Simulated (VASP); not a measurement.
# Sb in VASP: further runs

Runs on Sb. Level: PBE. Tasks: single point.

Program: VASP 6.6.1. These are calculated values, not measurements. Logs are shortened: lines on timing, memory, paths and dates and some standing lists are left out, and cuts for length are marked.

## Step 1: Starting point

The cell holds a slab with vacuum, 8 atoms: a = 4.301 Å, b = 4.493 Å, c = 21.516 Å, α = 90.00°, β = 90.00°, γ = 90.00°.

The slab is cut from a database's or a generator's crystal, which needn't be the stable form of the element.

## Step 2: Single point, PBE

The input, INCAR:

```
PREC = Accurate
ENCUT = 460
EDIFF = 1E-7
ISMEAR = 1
SIGMA = 0.02
LREAL = False
LASPH = True
NELM = 120
ALGO = Normal
ISIF = 2
LWAVE = False
LCHARG = False
LDIPOL = True
IDIPOL = 3
DIPOL = 0.5 0.5 0.500
GGA = PE
NBANDS = 36
LVHAR = True
LVACPOTAV = True
```

The input, KPOINTS:

```
Automatic mesh
0
Gamma
  10 9 1
```

The input, POSCAR:

```
Sb
1.0
    4.3012006640      0.0000000000      0.0000000000
    0.0000000000      4.4926953733      0.0000000000
    0.0000000000      0.0000000000     21.5157280909
Sb
8
Direct
    0.5000000000      0.0284878556      0.2788657662
    0.0000000000      0.5966576973      0.2883071673
    0.0000000000      0.5702030399      0.4231414551
    0.5000000000      0.1383728816      0.4325828561
    0.5000000000      0.1119182242      0.5674171439
    0.0000000000      0.6800880658      0.5768585449
    0.0000000000      0.6536334085      0.7116928327
    0.5000000000      0.2218032501      0.7211342338
```

Potentials or basis: VASP PAW PBE potentials, release 64 (Sb).

On the command line:

```sh
$ cat potpaw_PBE.64/Sb/POTCAR > POTCAR
$ mpirun -np 1 vasp_std > vasp.out
```

OUTCAR:

```text
PREC = Accurate
   ENCUT = 460
   EDIFF = 1E-7
   ISMEAR = 1
   LREAL = False
   LASPH = True
   NELM = 120
   ISIF = 2
   GGA = PE

 Found     30 irreducible k-points:

 Following reciprocal coordinates:
            Coordinates               Weight
  0.000000  0.000000  0.000000      1.000000
  0.100000  0.000000  0.000000      2.000000
  0.200000  0.000000  0.000000      2.000000
  0.300000  0.000000  0.000000      2.000000
  0.400000  0.000000  0.000000      2.000000
  0.500000  0.000000  0.000000      1.000000
   k-points           NKPTS =     30   k-points in BZ     NKDIM =     30   number of bands    NBANDS=     36
   number of dos      NEDOS =    301   number of ions     NIONS =      8
   total plane-waves  NPLWV = 153600
   dimension x,y,z NGX =    30 NGY =   32 NGZ =  160
   dimension x,y,z NGXF=    60 NGYF=   64 NGZF=  320
   ions per type =               8
   NGX,Y,Z   is equivalent  to a cutoff of  11.60, 11.84, 12.36 a.u.
   NGXF,Y,Z  is equivalent  to a cutoff of  23.19, 23.68, 24.73 a.u.
 SYSTEM =  unknown system
   PREC   = accura    normal or accurate (medium, high low for compatibility)
   ISTART =      0    job   : 0-new  1-cont  2-samecut
   ICHARG =      2    charge: 1-file 2-atom 10-const
   ISPIN  =      1    spin polarized calculation?
   LNONCOLLINEAR =      F non collinear calculations
   LSORBIT =      F    spin-orbit coupling
   LASPH  =      T    aspherical Exc in radial PAW
   ENCUT  =  460.0 eV  33.81 Ry    5.81 a.u.   7.52  7.86 37.63*2*pi/ulx,y,z
   NELM   =    120;   NELMIN=  2; NELMDL= -5     # of ELM steps
   EDIFF  = 0.1E-06   stopping-criterion for ELM
   LREAL  =      F    real-space projection
   EDIFFG = 0.1E-05   stopping-criterion for IOM
   NSW    =      0    number of steps for IOM
   IBRION =     -1    ionic relax: 0-MD 1-quasi-New 2-CG
   NFREE  =      0    steps in history (QN), initial steepest desc. (CG)
   ISIF   =      2    stress and relaxation
   ISYM   =      2    0-nonsym 1-usesym 2-fastsym
   POTIM  = 0.5000    time-step for ionic-motion
   TEBEG  =    0.0;   TEEND  =   0.0 temperature during run
   PSTRESS=    0.0 pullay stress
   NELECT =      40.0000    total number of electrons
   NUPDOWN=      -1.0000    fix difference up-down
   EMIN   =  10.00;   EMAX   =-10.00  energy-range for DOS
   EFERMI =   0.00;   METHOD = LEGACY
   ISMEAR =     1;   SIGMA  =   0.02  broadening in eV -4-tet -1-fermi 0-gaus
   EFERMI_NEDOS =   21; number of points for ismear=-14 and -15
   IALGO  =     38    algorithm
   IMIX   =      4    mixing-type and parameters
     AMIX     =   0.40;   BMIX     =  1.00
     AMIX_MAG =   1.60;   BMIX_MAG =  1.00
  volume/ion in A,a.u.               =      51.97       350.72
  Fermi-wavevector in a.u.,A,eV,Ry     =   0.750143  1.417564  7.656191  0.562714
  Thomas-Fermi vector in A             =   1.846825
   LORBIT       =      0    0 simple, 1 ext, 2 COOP (PROOUT), +10 PAW based schemes
   GGA     = PE    functional components
   LHFCALC =     F    Hartree Fock is set to
   AEXX    =    0.0000 exact exchange contribution
   IVDW    =     0    specifies the selected vdW correction
   LEPSILON=     F    determine dielectric tensor
   LRPA    =     F    only Hartree local field effects (RPA)
 non-spin polarized calculation
 Methfessel and Paxton  Order N= 1 SIGMA  =   0.02
  energy-cutoff  :      460.00
  volume of cell :      415.77
 maximum number of plane-waves:      9398
   NGX = 15   NGY = 15   NGZ = 75

 dipolmoment           0.000000      0.000000      0.000000 electrons x Angstroem

 number of electron      39.9999996 magnetization

 dipolmoment           0.000000      0.000000     -0.000000 electrons x Angstroem

 Free energy of the ion-electron system (eV)
  ---------------------------------------------------
  ext. energy  EPLUGINS =         0.00000000
  ---------------------------------------------------
  free energy    TOTEN  =       -32.19248980 eV

  energy without entropy =      -32.19251679  energy(sigma->0) =      -32.19249880

 E-fermi :   2.2371     XC(G=0):  -6.1521

 val. band max:        2.1822277472   @ k =   0.0000   0.3333   0.0000
 cond. band min:       2.2539943210   @ k =   0.0000   0.4444   0.0000
 fundamental gap:      0.0717665739
 Fermi energy:         2.2371237146

 k-point     1 :       0.0000    0.0000    0.0000
  band No.  band energies     occupation
      1     -10.1192      2.00000
      2      -9.5221      2.00000
      3      -8.7516      2.00000
      4      -8.1276      2.00000
      5      -5.1913      2.00000
      6      -4.3830      2.00000
[... 24 lines left out ...]
     31       6.4996      0.00000
     32       6.8270      0.00000

 k-point     2 :       0.1000    0.0000    0.0000
  band No.  band energies     occupation
      1     -10.0436      2.00000
      2      -9.4466      2.00000
      3      -8.6757      2.00000
      4      -8.0495      2.00000
      5      -5.4015      2.00000
      6      -4.6281      2.00000
[... 24 lines left out ...]
     31       6.4215      0.00000
     32       6.5669      0.00000

 k-point     3 :       0.2000    0.0000    0.0000
  band No.  band energies     occupation
      1      -9.8179      2.00000
      2      -9.2217      2.00000
      3      -8.4506      2.00000
      4      -7.8162      2.00000
      5      -5.9622      2.00000
      6      -5.2494      2.00000
[... 24 lines left out ...]
     31       6.0819      0.00000
     32       6.2096      0.00000

 k-point     4 :       0.3000    0.0000    0.0000
  band No.  band energies     occupation
      1      -9.4465      2.00000
      2      -8.8538      2.00000
      3      -8.0894      2.00000
      4      -7.4312      2.00000
      5      -6.6974      2.00000
      6      -6.0353      2.00000
[... 24 lines left out ...]
     31       5.1398      0.00000
     32       6.5808      0.00000

 k-point     5 :       0.4000    0.0000    0.0000
  band No.  band energies     occupation
      1      -8.9389      2.00000
      2      -8.3644      2.00000
      3      -7.7742      2.00000
      4      -7.2814      2.00000
      5      -6.9446      2.00000
      6      -6.7756      2.00000
[... 24 lines left out ...]
     31       4.6895      0.00000
     32       5.9887      0.00000

 k-point     6 :       0.5000    0.0000    0.0000
  band No.  band energies     occupation
      1      -8.3301      2.00000
      2      -8.3074      2.00000
      3      -7.9590      2.00000
      4      -7.3467      2.00000
      5      -6.8989      2.00000
      6      -6.7247      2.00000
[... 24 lines left out ...]
     31       5.2270      0.00000
     32       5.3544      0.00000

 [... further k-points ...]

 [bands above 32 left out]

------------------------ aborting loop because EDIFF is reached ----------------------------------------

  FORCE on cell =-STRESS in cart. coord.  units (eV):
  Direction    XX          YY          ZZ          XY          YZ          ZX
  --------------------------------------------------------------------------------------
  -------------------------------------------------------------------------------------
  Total        2.3579736      3.0017965      0.1484471      0.0000000     -0.6304067      0.0000000
  in kB        9.0865033     11.5674892      0.5720441      0.0000000     -2.4292863      0.0000000
  external PRESSURE =       7.0753455 kB  Pullay stress =       0.0000000 kB

 VOLUME and BASIS-vectors are now :
 -----------------------------------------------------------------------------
  energy-cutoff  :      460.00
  volume of cell :      415.77
      direct lattice vectors                 reciprocal lattice vectors
     4.301200664  0.000000000  0.000000000     0.232493222  0.000000000  0.000000000
     0.000000000  4.492695373  0.000000000     0.000000000  0.222583531  0.000000000
     0.000000000  0.000000000 21.515728091     0.000000000  0.000000000  0.046477628

 POSITION                                       TOTAL-FORCE (eV/Angst)
 -----------------------------------------------------------------------------------
      2.15060      0.12799      6.00000         0.000000     -0.063608      0.308919
      0.00000      2.68060      6.20314         0.000000      0.138437     -0.107772
      0.00000      2.56175      9.10420         0.000000      0.156349      0.234331
      2.15060      0.62167      9.30734         0.000000     -0.185224     -1.000109
      2.15060      0.50281     12.20839         0.000000      0.185224      1.000109
      0.00000      3.05543     12.41153         0.000000     -0.156349     -0.234331
      0.00000      2.93658     15.31259         0.000000     -0.138437      0.107772
      2.15060      0.99649     15.51573         0.000000      0.063608     -0.308919
 -----------------------------------------------------------------------------------
    total drift:                                0.000000      0.000000     -0.000000

  FREE ENERGIE OF THE ION-ELECTRON SYSTEM (eV)
  ---------------------------------------------------
  free  energy   TOTEN  =       -32.1924898013 eV

  energy  without entropy=      -32.1925167870  energy(sigma->0) =      -32.19249880

 vacuum level on the upper side and lower side of the slab         6.585         6.585
```

Run time: 7.3 min. Hardware: 1 thread of Intel Xeon Platinum 8488C (Sapphire Rapids), shared host; peak memory 0.5 GiB.

The run converged, but some of its settings lie outside the range that counts as converged, so its numbers aren't taken as properties of the slab.

What came out:

| Property | Result |
| --- | --- |
| Free energy | -32.1925 eV |
| Largest force | 1.017 eV/Å |
| Band gap on the k mesh | none (metal or under the smearing width) |
| Work function of the upper face | 4.35 eV |
| Work function of the lower face | 4.35 eV |

## Step 3: Single point, PBE

This run uses another cell than the first one, of 47.14 Å³/atom, 0.907 times its volume.

INCAR, as its differences from that of step 2:

```diff
@@ -4,3 +4,3 @@
 ISMEAR = 1
-SIGMA = 0.02
+SIGMA = 0.1
 LREAL = False
```

The input, KPOINTS:

```
Automatic mesh
0
Gamma
  12 11 1
```

The input, POSCAR:

```
Sb
1.0
    4.3012006640      0.0000000000      0.0000000000
    0.0000000000      4.4926953733      0.0000000000
    0.0000000000      0.0000000000     19.5157280909
Sb
8
Direct
    0.5000000000      0.0284878556      0.2562036106
    0.0000000000      0.5966576973      0.2666125801
    0.0000000000      0.5702030399      0.4152648804
    0.5000000000      0.1383728816      0.4256738499
    0.5000000000      0.1119182242      0.5743261501
    0.0000000000      0.6800880658      0.5847351196
    0.0000000000      0.6536334085      0.7333874199
    0.5000000000      0.2218032501      0.7437963894
```

Potentials or basis: VASP PAW PBE potentials, release 64 (Sb).

On the command line:

```sh
$ cat potpaw_PBE.64/Sb/POTCAR > POTCAR
$ mpirun -np 1 vasp_std > vasp.out
```

Wall time 7.4 min (1 thread of Intel Xeon Platinum 8488C (Sapphire Rapids), shared host); peak memory 0.55 GiB.

The run converged, but some of its settings lie outside the range that counts as converged, so its numbers aren't taken as properties of the slab.

Results:

| Quantity | Value |
| --- | --- |
| Free energy | -32.1900 eV |
| Largest force | 1.003 eV/Å |
| Band gap on the k mesh | none (metal or under the smearing width) |
| Work function of the upper face | 4.31 eV |
| Work function of the lower face | 4.31 eV |

## Step 4: Single point, PBE

This run uses another cell than the first one, of 66.46 Å³/atom, 1.279 times its volume.

INCAR is that of step 3.

The input, KPOINTS:

```
Automatic mesh
0
Gamma
  10 9 1
```

The input, POSCAR:

```
Sb
1.0
    4.3012006640      0.0000000000      0.0000000000
    0.0000000000      4.4926953733      0.0000000000
    0.0000000000      0.0000000000     27.5157280909
Sb
8
Direct
    0.5000000000      0.0284878556      0.3270856570
    0.0000000000      0.5966576973      0.3344682935
    0.0000000000      0.5702030399      0.4399010068
    0.5000000000      0.1383728816      0.4472836433
    0.5000000000      0.1119182242      0.5527163567
    0.0000000000      0.6800880658      0.5600989932
    0.0000000000      0.6536334085      0.6655317065
    0.5000000000      0.2218032501      0.6729143430
```

On the command line:

```sh
$ cat potpaw_PBE.64/Sb/POTCAR > POTCAR
$ mpirun -np 1 vasp_std > vasp.out
```

Wall time 9.3 min (1 thread of Intel Xeon Platinum 8488C (Sapphire Rapids), shared host); peak memory 0.6 GiB.

The run converged, but some of its settings lie outside the range that counts as converged, so its numbers aren't taken as properties of the slab.

Results:

```yaml
Free_energy: -32.1909 eV
Largest_force: 1.016 eV/Å
Band_gap_on_the_k_mesh: none (metal or under the smearing width)
Work_function_of_the_upper_face: 4.37 eV
Work_function_of_the_lower_face: 4.37 eV
```
